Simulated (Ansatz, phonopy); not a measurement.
# How BaS (Fm-3m) expands on warming, part 3 of 3

Wanted: α(T), C_P(T) and B(T) of BaS in the quasi-harmonic approximation.

Ansatz 0.2.0; DFT r2SCAN, scalar-relativistic, plane waves, PAW (the session's first sound run).

So far. Step 4 (Tight relaxation): The residual pressure is -0.0093 GPa, small enough for phonons. Step 7 (Relaxing at another setting): The residual pressure is -5.6e-4 GPa, small enough for phonons.

### Step 8. Phonons on strained cells

Level of this step: DFT RPBE, scalar-relativistic, plane waves, PAW (Ansatz).

Thermal expansion follows from how the free energy of the vibrations (and of the electrons in a metal) changes with strain, so the program makes strained cells, their phonons and a fit in one run.

input.yaml reads:

```yaml
crystal:
  lattice:
    - [0.0, 3.2555422893, 3.2555422893]
    - [3.2555422893, 0.0, 3.2555422893]
    - [3.2555422893, 3.2555422893, 0.0]
  atoms:
    - { symbol: Ba, position: [0.0, 0.0, 0.0] }
    - { symbol: S, position: [0.5, 0.5, 0.5] }
kpoints:
  mp_grid: { grid: [8, 8, 8] }
hamiltonian:
  xc: rpbe
scf:
  occupations: { method: fixed }
output:
  eigenvalues: true
phonons:
  method: dfpt
  qmesh: [4, 4, 4]
  temperatures: { t_max: 800.0, t_step: 50 }
  thermal_expansion: {}
```

Launch:

```bash
> ansatz run input.yaml --threads 4 --pin off --max-ram 8192MiB --backend cpu --events-out ev --progress --plain --runs-dir out
```

Numbers of over 12 decimals in the logs are rounded to 6 here.

The program printed:

```text
[...]
Crystal: 2 atoms, lattice volume = 69.008 Å³
Basis set: ecut = 487.2 eV, 1687 PW (Γ), exchange–correlation on 72×72×72 points (8 copies of the dense FFT grid, shifted against one another)
Bands: 12, of which v1, the nominal top of the filled ones, is band 8 counted from 1 (7 counted from 0)
Symmetry: 48 space group operations
[...]
k-points: 29 of 512
[...]
SCF iter   1: F=—  HF=-6868.968892 eV  |F-HF|=—  |Δ(HF+E_count)|=         —  Δρ=1.77e-3  dr2=2.26e-3  ethr=1.77e-3  ⟨swp⟩=5.8  Hψ=2108  notcnv=0  defer=45
[...]
SCF iter   9: F=-6868.969505 eV  HF=-6868.969505 eV  |F-HF|=4.55e-12  |Δ(HF+E_count)|=  5.09e-11  Δρ=1.68e-8  dr2=1.55e-13  ethr=1.00e-12  ⟨swp⟩=8.7  Hψ=2489  notcnv=0
SCF 1 converged in 9 iterations: F = -6868.969505 eV  dr2 = 1.55e-13
[...]
relax step   1: F+E_penalty+E_count = -6868.96950536 eV  Δ(F+E_penalty+E_count) = +0.000e0 eV  max|allowed force component| = 3.073e-30 eV/Å  Δτ_max = 0.0000 Å  (9 SCF iters, accepted)
SCF converged after 9 iterations
Free energy (F): -6868.969505 eV
[...]
Internal energy: -6868.969505 eV  (E = F + TS)
E sigma→0 (E₀):  -6868.969505 eV
Fermi energy:    5.386669 eV
[...]
--- Stress (GPa, compression-positive) ---
       -0.000516      -0.000000      -0.000000
       -0.000000      -0.000516       0.000000
       -0.000000      -0.000000      -0.000516
  P = ⅓ Tr σ = -0.0005 GPa (-0.005 kbar)
--- Band table (eV; the first three rows and the last of 29) ---
  k-point 0: bands = [... 4 lower, -4.8100, 5.3867, 5.3867, 5.3867, 9.0264, 9.4292, 9.4292, 9.4292]
  k-point 1: bands = [... 4 lower, -4.5939, 5.0387, 5.2183, 5.2183, 9.3863, 9.6031, 9.6333, 9.6333]
  k-point 2: bands = [... 4 lower, -4.2238, 4.3944, 4.8743, 4.8743, 9.5919, 10.2074, 10.2074, 10.7057]
  k-point 28: bands = [... 4 lower, -4.3302, 4.4276, 4.9487, 4.9487, 9.7490, 9.7490, 11.5093, 12.1146]
── thermal expansion: 3 new cells, 3 in all ──
thermal expansion: relaxation of cell 2
thermal expansion: relaxation of cell 3
── thermal expansion: 2 new cells, 5 in all ──
thermal expansion: relaxation of cell 4
thermal expansion: lower-state search of cell 4
thermal expansion: phonons of cell 4
thermal expansion: relaxation of cell 5
thermal expansion: phonons of cell 5
── thermal expansion: 6 new cells, 11 in all ──
thermal expansion: relaxation of cell 6
thermal expansion: relaxation of cell 7
thermal expansion: relaxation of cell 8
thermal expansion: relaxation of cell 9
thermal expansion: relaxation of cell 10
thermal expansion: relaxation of cell 11
thermal expansion: phonons of cell 6
thermal expansion: phonons of cell 7
thermal expansion: phonons of cell 8
--- Relaxed structure (1 steps of the walk, 1 accepted, 0 SCFs on fresh bases) ---
  F+E_penalty+E_count = -6868.96950536 eV   max|allowed force component| = 3.073e-30 eV/Å
  atoms:
    - { symbol: Ba, position: [0.0, 0.0, 0.0] }
    - { symbol: S, position: [0.5, 0.5, 0.5] }
--- Thermal expansion: 11 cells in 3 rounds, 0 GPa ---
  no lower state was reached at cell 4
  without vibrations: a 4.60401, b 4.60401, c 4.60401 Å, V 69.0072 Å³, B 37.07 GPa
  at 0 K: a 4.61091, b 4.61091, c 4.61091 Å, V 69.3179 Å³, B 36.48 GPa
  zero-point expansion: a +0.150, b +0.150, c +0.150, V +0.450 %
      T/K        a/Å        b/Å        c/Å       V/Å³ | expansion of a, b, c, V (1e-6/K)   | that of V in the mean from 25 °C | C_P, C_V (J/mol K of the cell) | B_T, B_S (GPa)
     0.00    4.61091    4.61091    4.61091    69.3179 |    0.00    0.00    0.00    0.00 |   42.70 |     0.000     0.000 |    36.48    36.48
   100.00    4.61438    4.61438    4.61438    69.4743 |   14.46   14.46   14.46   43.38 |   53.02 |    39.236    38.954 |    35.77    36.03
   200.00    4.62206    4.62206    4.62206    69.8220 |   18.07   18.07   18.07   54.20 |   56.58 |    47.532    46.680 |    34.52    35.15
   298.15    4.63065    4.63065    4.63065    70.2118 |   19.67   19.67   19.67   59.01 |       - |    49.871    48.415 |    33.19    34.19
   350.00    4.63546    4.63546    4.63546    70.4310 |   20.40   20.40   20.40   61.20 |   60.20 |    50.623    48.819 |    32.45    33.65
   450.00    4.64526    4.64526    4.64526    70.8785 |   21.85   21.85   21.85   65.54 |   62.53 |    51.800    49.246 |    30.95    32.56
   550.00    4.65579    4.65579    4.65579    71.3615 |   23.47   23.47   23.47   70.41 |   65.02 |    52.903    49.463 |    29.36    31.40
   650.00    4.66716    4.66716    4.66716    71.8858 |   25.39   25.39   25.39   76.18 |   67.76 |    54.103    49.588 |    27.65    30.17
   750.00    4.67956    4.67956    4.67956    72.4603 |   27.76   27.76   27.76   83.27 |   70.87 |    55.524    49.666 |    25.81    28.85
   800.00    4.68622    4.68622    4.68622    72.7701 |   29.16   29.16   29.16   87.49 |   72.60 |    56.359    49.695 |    24.83    28.16
  the static fit leaves 0.000 meV an atom of the energies and, of the stresses, 0.000 GPa of each cell's largest along a strain (root mean squares over the cells), whose Pulay part it has at -0.002 GPa
  vibrations' free energy: its fit leaves 0.0008 meV an atom at the most
  the electrons' free energy at temperature is not in it: every band gap is over 0.83 eV
  free energies summed between the sampled wave vectors
  estimated error of the fitted expansion in any direction: up to 0.199e-6/K, at 800 K (an estimate, not a bound: it was exceeded on models of known expansion)
  by sums over the sampled wave vectors an expansion of the volume parts by up to 0.21e-6/K
  by a static energy of one degree less an expansion of the volume parts by up to 0.16e-6/K
  band gaps on the cells' k-points are 2.395 to 2.515 eV
```

It took 17 min on 4 threads of Arm Neoverse V1, shared host; peak memory 1.7 GiB; 66 min of CPU time.

Numbers from this step:

| Item | Value |
| --- | --- |
| pressure | -5.16e-4 GPa |
| volume expansion coefficient at 298 K | 59.01 1e-6/K |
| C_P at 298 K | 24.94 J/mol-atom/K |
| entropy at 298 K | 42.55 J/mol-atom/K |
| isothermal bulk modulus at 298 K | 33.19 GPa |
| Grüneisen parameter at 298 K | 1.710 |
| volume at 298 K | 35.11 Å³/atom |
| principal linear expansion coefficients at 298 K | 19.67, 19.67, 19.67 1e-6/K |

Strained cells of the study; zero-point energy where phonons were solved; the pressures are stresses at a fixed cutoff and can carry an offset from the finite basis. Expansion cells, by row:

| cell | \|a\| (Å) | \|b\| (Å) | \|c\| (Å) | V (Å³/atom) | E - E_lowest (meV/atom) | pressure, compression positive (GPa) | gap (eV) | zero-point energy (meV/atom) |
| --- | --- | --- | --- | --- | --- | --- | --- | --- |
| 1 | 4.604 | 4.604 | 4.604 | 34.5 | 0 | -0.003 | 2.432 | - |
| 2 | 4.641 | 4.641 | 4.641 | 35.34 | 2.24 | -0.843 | 2.459 | - |
| 3 | 4.567 | 4.567 | 4.567 | 33.69 | 2.323 | 0.931 | 2.402 | - |
| 4 | 4.604 | 4.604 | 4.604 | 34.51 | 0 | -0.011 | 2.433 | 21.96 |
| 5 | 4.627 | 4.627 | 4.627 | 35.03 | 0.91 | -0.547 | 2.45 | 21.43 |
| 6 | 4.654 | 4.654 | 4.654 | 35.63 | 4.005 | -1.11 | 2.467 | 20.82 |
| 7 | 4.678 | 4.678 | 4.678 | 36.2 | 8.852 | -1.602 | 2.483 | 20.25 |
| 8 | 4.703 | 4.703 | 4.703 | 36.78 | 15.5 | -2.059 | 2.497 | 19.67 |
| 9 | 4.559 | 4.559 | 4.559 | 33.49 | 3.605 | 1.173 | 2.395 | - |
| 10 | 4.581 | 4.581 | 4.581 | 34 | 0.876 | 0.562 | 2.414 | - |
| 11 | 4.741 | 4.741 | 4.741 | 37.67 | 28.7 | -2.683 | 2.515 | - |

Quasi-harmonic; a, b, c are the run's own cell vectors. Expansion, by row:

| T (K) | a (Å) | b (Å) | c (Å) | alpha (deg) | beta (deg) | gamma (deg) | cell volume (Å³/cell) | alpha_a (1e-6/K) | alpha_b (1e-6/K) | alpha_c (1e-6/K) | alpha_V (1e-6/K) | C_P (J/mol-atom/K) | C_V (J/mol-atom/K) | S (J/mol-atom/K) | B_T (GPa) | B_S (GPa) | Grueneisen | extrapolation | fit error (1e-6/K) |
| --- | --- | --- | --- | --- | --- | --- | --- | --- | --- | --- | --- | --- | --- | --- | --- | --- | --- | --- | --- |
| 0 | 4.611 | 4.611 | 4.611 | 60 | 60 | 60 | 69.32 | 0 | 0 | 0 | 0 | 0 | 0 | 0 | 36.48 | 36.48 | - | 0 | 0 |
| 50 | 4.612 | 4.612 | 4.612 | 60 | 60 | 60 | 69.35 | 8.29 | 8.29 | 8.29 | 24.87 | 11.56 | 11.54 | 6.586 | 36.29 | 36.37 | 1.633 | 0 | 0.01 |
| 100 | 4.614 | 4.614 | 4.614 | 60 | 60 | 60 | 69.47 | 14.46 | 14.46 | 14.46 | 43.38 | 19.62 | 19.48 | 17.56 | 35.77 | 36.03 | 1.666 | 0 | 0.01 |
| 150 | 4.618 | 4.618 | 4.618 | 60 | 60 | 60 | 69.64 | 16.82 | 16.82 | 16.82 | 50.45 | 22.49 | 22.21 | 26.15 | 35.16 | 35.6 | 1.675 | 0 | 0.02 |
| 200 | 4.622 | 4.622 | 4.622 | 60 | 60 | 60 | 69.82 | 18.07 | 18.07 | 18.07 | 54.2 | 23.77 | 23.34 | 32.81 | 34.52 | 35.15 | 1.685 | 0 | 0.03 |
| 250 | 4.626 | 4.626 | 4.626 | 60 | 60 | 60 | 70.02 | 18.95 | 18.95 | 18.95 | 56.84 | 24.48 | 23.9 | 38.2 | 33.85 | 34.67 | 1.697 | 0 | 0.03 |
| 298.1 | 4.631 | 4.631 | 4.631 | 60 | 60 | 60 | 70.21 | 19.67 | 19.67 | 19.67 | 59.01 | 24.94 | 24.21 | 42.55 | 33.19 | 34.19 | 1.71 | 0 | 0.02 |
| 300 | 4.631 | 4.631 | 4.631 | 60 | 60 | 60 | 70.22 | 19.69 | 19.69 | 19.69 | 59.08 | 24.95 | 24.22 | 42.71 | 33.16 | 34.17 | 1.711 | 0 | 0.02 |
| 350 | 4.635 | 4.635 | 4.635 | 60 | 60 | 60 | 70.43 | 20.4 | 20.4 | 20.4 | 61.2 | 25.31 | 24.41 | 46.58 | 32.45 | 33.65 | 1.725 | 0 | 0.02 |
| 400 | 4.64 | 4.64 | 4.64 | 60 | 60 | 60 | 70.65 | 21.11 | 21.11 | 21.11 | 63.33 | 25.62 | 24.54 | 49.98 | 31.71 | 33.11 | 1.741 | 0 | 0.03 |
| 450 | 4.645 | 4.645 | 4.645 | 60 | 60 | 60 | 70.88 | 21.85 | 21.85 | 21.85 | 65.54 | 25.9 | 24.62 | 53.02 | 30.95 | 32.56 | 1.758 | 0 | 0.04 |
| 500 | 4.65 | 4.65 | 4.65 | 60 | 60 | 60 | 71.12 | 22.63 | 22.63 | 22.63 | 67.88 | 26.17 | 24.68 | 55.76 | 30.17 | 31.99 | 1.777 | 0 | 0.06 |
| 550 | 4.656 | 4.656 | 4.656 | 60 | 60 | 60 | 71.36 | 23.47 | 23.47 | 23.47 | 70.41 | 26.45 | 24.73 | 58.27 | 29.36 | 31.4 | 1.796 | 0 | 0.07 |
| 600 | 4.661 | 4.661 | 4.661 | 60 | 60 | 60 | 71.62 | 24.39 | 24.39 | 24.39 | 73.16 | 26.74 | 24.77 | 60.58 | 28.52 | 30.79 | 1.817 | 0 | 0.08 |
| 650 | 4.667 | 4.667 | 4.667 | 60 | 60 | 60 | 71.89 | 25.39 | 25.39 | 25.39 | 76.18 | 27.05 | 24.79 | 62.73 | 27.65 | 30.17 | 1.839 | 0 | 0.08 |
| 700 | 4.673 | 4.673 | 4.673 | 60 | 60 | 60 | 72.17 | 26.51 | 26.51 | 26.51 | 79.53 | 27.39 | 24.82 | 64.75 | 26.75 | 29.52 | 1.863 | 0 | 0.05 |
| 750 | 4.68 | 4.68 | 4.68 | 60 | 60 | 60 | 72.46 | 27.76 | 27.76 | 27.76 | 83.27 | 27.76 | 24.83 | 66.65 | 25.81 | 28.85 | 1.888 | 0 | 0.06 |
| 800 | 4.686 | 4.686 | 4.686 | 60 | 60 | 60 | 72.77 | 29.16 | 29.16 | 29.16 | 87.49 | 28.18 | 24.85 | 68.46 | 24.83 | 28.16 | 1.916 | 0 | 0.2 |

Table of expansion coefficient by temperature; values in 1e-6/K:

| temperature (K) | volume | principal 1 |
| --- | --- | --- |
| 0 | 0 | 0 |
| 50 | 24.9 | 8.29 |
| 100 | 43.4 | 14.5 |
| 150 | 50.5 | 16.8 |
| 200 | 54.2 | 18.1 |
| 250 | 56.8 | 18.9 |
| 298 | 59.0 | 19.7 |
| 300 | 59.1 | 19.7 |
| 350 | 61.2 | 20.4 |
| 400 | 63.3 | 21.1 |
| 450 | 65.5 | 21.9 |
| 500 | 67.9 | 22.6 |
| 550 | 70.4 | 23.5 |
| 600 | 73.2 | 24.4 |
| 650 | 76.2 | 25.4 |
| 700 | 79.5 | 26.5 |
| 750 | 83.3 | 27.8 |
| 800 | 87.5 | 29.2 |

At 298 K the volume expansion is 59.0 × 10⁻⁶/K and B_T is 33.2 GPa.

### Step 9. Quasi-harmonic fit by phonopy

This step: DFT RPBE, scalar-relativistic, plane waves, PAW (phonopy 4.10.0).

This step gave:

| Quantity | Value |
| --- | --- |
| volume expansion coefficient at 300 K | 59.05 1e-6/K |
| isothermal bulk modulus at 300 K | 33.17 GPa |
| C_P at 300 K | 25.05 J/mol-atom/K |
| Grüneisen parameter at 300 K | 1.71 |

The energy (each curve on its own zero) by volume; values in meV/atom:

| volume (Å³/atom) | static | F at 0 K | F at 300 K | F at 800 K |
| --- | --- | --- | --- | --- |
| 34.512 | 0 | 1.13 | 4.41 | 11.5 |
| 35.032 | 0.91 | 1.51 | 3.33 | 7.24 |
| 35.629 | 4 | 4 | 4.09 | 4.23 |
| 36.201 | 8.85 | 8.27 | 6.62 | 3.02 |
| 36.782 | 15.5 | 14.3 | 10.8 | 3.27 |

Phonopy-qha, vinet fit of F(V) at each temperature. Qha vinet, by row:

| T (K) | fitted volume (Å³/atom) | alpha_V (1e-6/K) | B_T (GPa) | C_P (J/mol-atom/K) | Grueneisen |
| --- | --- | --- | --- | --- | --- |
| 100 | 34.74 | 41.57 | 35.77 | 19.62 | 1.597 |
| 150 | 34.82 | 49.92 | 35.16 | 22.68 | 1.658 |
| 200 | 34.91 | 54.01 | 34.52 | 23.93 | 1.68 |
| 250 | 35.01 | 56.76 | 33.86 | 24.6 | 1.695 |
| 300 | 35.11 | 59.05 | 33.17 | 25.05 | 1.71 |
| 350 | 35.22 | 61.2 | 32.45 | 25.39 | 1.725 |
| 400 | 35.33 | 63.34 | 31.71 | 25.68 | 1.742 |
| 450 | 35.44 | 65.57 | 30.95 | 25.95 | 1.759 |
| 500 | 35.56 | 67.93 | 30.16 | 26.21 | 1.777 |
| 550 | 35.68 | 70.48 | 29.35 | 26.49 | 1.797 |
| 600 | 35.81 | 73.25 | 28.51 | 26.77 | 1.818 |
| 650 | 35.94 | 76.29 | 27.64 | 27.08 | 1.841 |
| 700 | 36.08 | 79.65 | 26.74 | 27.41 | 1.865 |
| 750 | 36.23 | 83.38 | 25.81 | 27.78 | 1.891 |

The volume expansion coefficient by temperature; values in 1e-6/K:

| temperature (K) | phonopy-qha, Vinet | Ansatz's own study |
| --- | --- | --- |
| 100 | 41.6 | 43.4 |
| 150 | 49.9 | 50.5 |
| 200 | 54.0 | 54.2 |
| 250 | 56.8 | 56.8 |
| 300 | 59.0 | 59.1 |
| 350 | 61.2 | 61.2 |
| 400 | 63.3 | 63.3 |
| 450 | 65.6 | 65.5 |
| 500 | 67.9 | 67.9 |
| 550 | 70.5 | 70.4 |
| 600 | 73.2 | 73.2 |
| 650 | 76.3 | 76.2 |
| 700 | 79.7 | 79.5 |
| 750 | 83.4 | 83.3 |

The fit gives a volume expansion of 59.0 × 10⁻⁶/K at 300 K, against 59.0 at 298 K from the study itself, whose static fit uses more cells.

### Step 10. Results

```yaml
settings_of_these_figures: RPBE, 487.2 eV, k 8×8×8, q 4×4×4
volume_expansion_coefficient_at_298_k: 59.01 1e-6/K
c_p_at_298_k: 24.94 J/mol-atom/K
entropy_at_298_k: 42.55 J/mol-atom/K
isothermal_bulk_modulus_at_298_k: 33.19 GPa
grueneisen_parameter_at_298_k: 1.710
volume_at_298_k: 35.11 Å³/atom
principal_linear_expansion_coefficients_at_298_k: 19.67, 19.67, 19.67 1e-6/K
```

Near room temperature BaS expands by 59.0 × 10⁻⁶/K in volume by RPBE, with C_P = 24.9 J/(mol K) per mole of atoms and B_T = 33.2 GPa. Between 298.15 and 800 K the bulk modulus falls by 25 % and the Grüneisen parameter grows; in this range the quasi-harmonic approximation, which lacks anharmonicity at fixed volume, tends to overshoot. C_P at room temperature is 100 % of the classical 3R an atom; C_V is 97 %, and the rest is expansion work. The PAW files were made for PBE and are used here under another functional, for which the program regenerates the frozen cores.

[Logs are printed without paths, hosts, clocks, repeated set-up lines and the standing remarks that a program may print on its own settings, such as how far it seeks lower states.]

[Hosts, paths, dates, database ids (printed as entryN), source tags and the programs' standing remarks are cut or masked in the printed files.]

[A step with changed settings may run another functional than the one named; its input shows which.]
